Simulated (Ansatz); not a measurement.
## NaI2: balancing the decomposition

Level of theory: Ansatz 0.2.0, DFT PBE, scalar-relativistic, plane waves, PAW. Settings: cutoff 420 eV, Γ-centred meshes spaced at most about 0.3 Å⁻¹, and about 0.25 Å⁻¹ or finer for metals (2π included), Gaussian smearing. No spin polarisation.

The zero of energy is the elements' standard structures at the same level; no fitted shifts are applied.

Temperature and zero-point effects are left out. These runs have no spin–orbit coupling, which can matter for I. In NaI2 Fm-3m an odd number of electrons in the primitive cell allows no gap without spin; a larger cell or a magnetic state could open one. The reference form of I is held partly by dispersion forces, which this level lacks.

A trial structure of NaI2 (reached from: ordered vacancies on the cation sites of caesium chloride; relaxed: space group Fm-3m (No. 225), a = 7.760 Å) has a formation energy of -0.615 eV/atom. At its composition the lowest mixture among the elements and 1 reference phase computed alike (others may be missing) consists of these:

| phase | source | ΔE_f (eV/atom) |
| --- | --- | --- |
| I2 (solid) | element | 0.000 |
| NaI (Fm-3m) | COD | -1.280 |

Question: Write the balanced decomposition and find its energy per atom, per formula unit and per mole of formula units.

Answer: Balancing Na and I gives 2 NaI2 → I2 + 2 NaI. The left side holds 6 atoms, and the products take 2/6 (I2) and 4/6 (NaI) of them. The mixture therefore lies at 2/6 × (0.000) + 4/6 × (-1.280) = -0.853 eV/atom. The reaction energy is -0.853 − (-0.615) = -0.238 eV/atom. Times 3 atoms that is -0.714 eV per NaI2, and times 96.485 it is -69 kJ per mole of NaI2. Decomposition is downhill, so the trial structure is unstable against this mixture.
